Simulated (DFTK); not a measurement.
## Al in DFTK: convergence with k mesh

Crystal: Al.

```
Al
1.0
    -1.59664    1.67873    1.67980
     1.49895   -1.61867    1.52205
     1.63570    1.65773   -1.61974
Al
1
Direct
  0.00000 0.00000 0.00000
```

This isn't the form of Al at room conditions, which is fcc.

The cell isn't the ideal one: cell stretched.

```yaml
Program: DFTK 0.8.2
Task: convergence study
Functional: PBEsol
Potentials_or_basis: dojo.nc.sr.pbesol.v0_4_1.standard.upf (PBEsol)
Cutoff: 544 eV
k_mesh: 2 × 2 × 2
Occupations: fermi-dirac, width 0.15 eV
Spin: no spin polarisation
```

These are the settings of the first run; the series varies k mesh, with any setting tied to it.

Hardware: 1 thread of Intel(R) Xeon(R) Platinum 8259CL CPU @ 2.50GHz (Skylake/Cascade Lake) (shared host).

| k mesh | energy less the tightest run, at zero smearing (meV/atom) | pressure (GPa) | SCF cycles |
| --- | --- | --- | --- |
| 2 × 2 × 2 | -1021.84 | -5.58 | 8 |
| 3 × 4 × 4 | 117.85 | 0.14 | 7 |
| 5 × 5 × 5 | -26.78 | 0.21 | 7 |
| 7 × 7 × 7 | 9.85 | -0.51 | 7 |
| 8 × 9 × 9 | -4.18 | -0.17 | 7 |
| 10 × 11 × 11 | 2.38 | -0.26 | 7 |
| 12 × 13 × 13 | 0.00 | -0.20 | 7 |

Against the tightest run, the pressure stays within 0.1 GPa from 8 × 9 × 9 on. Not settled before the last step: the energy (to 1 meV/atom). Meshes of other sizes hit other points, so gaps and Fermi surfaces needn't settle smoothly. The tightest run that finished is the yardstick and may itself not be fully converged.
